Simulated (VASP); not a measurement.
C:

```
C
1.0
     0.00000    1.78012    1.69112
     1.78012    0.00000    1.69112
     1.78012    1.78012    0.00000
C
2
Direct
  0.00000 0.00000 0.00000
  0.25000 0.25000 0.25000
```

The cell isn't the ideal one: uniaxial_z strain -5.0%.

Base run:

- Program: VASP 6.6.1
- Functional: PBE
- Potentials or basis: VASP PAW PBE potentials, release 64 (C)
- Cutoff: 520 eV
- k mesh: 12 × 12 × 12
- Occupations: fermi-dirac, width 0.02 eV
- Spin: no spin polarisation

Its results: band gap on the k mesh 2.97 eV, indirect (least direct gap 4.83 eV); pressure 30.4 GPa.

Question: The run is repeated on the same cell with these changes: functional from PBE to r2SCAN; occupations from fermi-dirac, width 0.02 eV to gaussian, width 0.01 eV. What comes out?

Answer: Band gap on the k mesh 3.09 eV, indirect (least direct gap 5.02 eV); pressure 26.8 GPa.

Caveats: so large a pressure means that the cell lies far from this level's equilibrium, or that cutoff or potentials fall short; the potentials were made for another functional, which shifts forces and pressure (some runs).

A k mesh can miss the band edges.
